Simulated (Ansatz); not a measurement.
Write the native input for Ansatz 0.2.0 that does the following.

| Quantity | Value |
| --- | --- |
| Task | relaxation of cell and atoms |
| Functional | RPBE |
| Dispersion | D3(BJ) |
| Potentials or basis | Ansatz PAW |
| Cutoff | 420 eV (not typed: the program's choice for these potentials) |
| k mesh | 11 × 11 × 3 |
| Occupations | fermi-dirac, width 0.05 eV |
| Spin | no spin polarisation |

Re:

```
Re
1.0
     2.76639    0.00000    0.00000
    -1.38319    2.39576    0.00000
     0.00000    0.00000    8.93885
Re
4
Direct
  0.66667 0.33333 0.75000
  0.00000 0.00000 0.50000
  0.33333 0.66667 0.25000
  0.00000 0.00000 0.00000
```

These files were run (other wordings do the same):

input.yaml

```yaml
crystal:
  lattice:
    - [2.7663873939, 0.0, 0.0]
    - [-1.3831936969, 2.3957617598, 0.0]
    - [0.0, 0.0, 8.93884516]
  atoms:
    - { symbol: Re, position: [0.6666666667, 0.3333333333, 0.75] }
    - { symbol: Re, position: [0.0, 0.0, 0.5] }
    - { symbol: Re, position: [0.3333333333, 0.6666666667, 0.25] }
    - { symbol: Re, position: [0.0, 0.0, 0.0] }
hamiltonian:
  xc: rpbe
  pseudopotentials: { kind: paw }
  dispersion: d3bj
kpoints:
  mp_grid: { grid: [11, 11, 3] }
scf:
  occupations: { method: fermi_dirac, width: 0.05 }
output:
  forces: true
  stress: true
relax:
  f_tol: 0.01
  max_steps: 40
  cell: { stress_tol: 0.05 }
```

Potentials or basis: Ansatz PAW.

Run with:

```bash
$ ansatz run input.yaml --threads 2 --pin off --max-ram 5632MiB --backend cpu --events-out ev --progress --plain --runs-dir out
```

Results of the run:

- Relaxed volume: 13.42 Å³/atom
- Relaxed cell: a = 2.677 Å, b = 2.677 Å, c = 8.654 Å, α = 90.00°, β = 90.00°, γ = 120.00°
- Space group after relaxing (to 0.05 Å): P6_3/mmc (No. 194)
- Energy gained by relaxing: 179.1 meV/atom
- Ionic steps: 6
- Pressure after relaxing: 0.0 GPa

Caveat: the plane-wave basis is chosen anew once the cell has moved, so the energies of steps on either side of that aren't comparable; the PAW data sets come from PBE, with cores solved anew for the run's functional, which leaves a small shift of forces and pressure.

Wall time 12 s on 2 threads of AMD EPYC 7R13 Processor (Zen 3), with other jobs on the host, peak memory 0.42 GiB.
